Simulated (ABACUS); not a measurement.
Runs of ABACUS 3.10.1 on Ni. The structure is hexagonal, space group P6_3/mmc (No. 194). The conventional cell has a = 2.448 Å, b = 2.448 Å, c = 4.073 Å, α = 90.00°, β = 90.00°, γ = 120.00°. Ni (site symmetry -6m2) has 12 Ni at 2.45 to 2.48 Å as nearest neighbours. This isn't the form of Ni at room conditions, which is fcc.

```tsv
level	gap on the mesh (eV)	pressure (GPa)	moment (μB)	relaxed volume (Å³/atom)
LDA	none	0.1	1.29	9.88
RPBE	none	-0.1	(a)	11.49
BLYP	none	0.1	1.34	(c)
r2SCAN	none	-0.1	1.41	10.55
SCAN	none	0.0	(b)	10.58
```

Alike in all rows: task relaxation of cell and atoms; potentials or basis SG15 ONCV 1.2 PBE, plane waves; spin collinear, ferromagnetic start; cell relaxed; k mesh 8 × 8 × 5; cutoff (eV) 1333; smearing fermi-dirac 0.05 eV; the mesh is coarse, so values aren't converged.

Question: Estimate the missing entries.

Answer: (a) 1.35; (b) 1.47; (c) 11.38.

Caveats: all runs use coarse meshes; the shape was held while the volume relaxed; the potentials were made for another functional, which shifts forces and pressure.

A gap of «none» marks a metal or a gap under the smearing width.

Runs at the PBE level aren't shown here.
